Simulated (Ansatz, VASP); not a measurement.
**One calculation of Mn, two programs**

```
Mn
1.0
     2.46459    0.00000    0.00000
    -1.23229    2.13440    0.00000
     0.00000    0.00000    3.97426
Mn
2
Direct
  0.33333 0.66667 0.25000
  0.66667 0.33333 0.75000
```

Alike in both runs: task single point; functional LDA; k mesh 17 × 17 × 9; occupations fermi-dirac, width 0.1 eV; no spin polarisation.

```csv
,VASP,Ansatz
version,VASP 6.6.1,Ansatz 0.2.0
potentials or method,"VASP PAW LDA potentials, release 64 (Mn_pv)","plane waves (420 eV) with PAW, scalar-relativistic"
plane-wave cutoff (eV),520,420
valence electrons in the cell,26,30
```

```csv
,VASP,Ansatz,Ansatz less VASP
pressure (GPa),-11.6,-11.9,-0.32
largest component of the traceless stress (GPa),0.16,0.08,-0.084
```

The two sets of potentials don't hold the same shells in valence. Ansatz warned: «pseudo_functional_mismatch».

Caveats: the run has no spin polarisation, though such a crystal can be magnetic. Spin polarisation is off, so any magnetic state and its effect on volume and gap are missing.
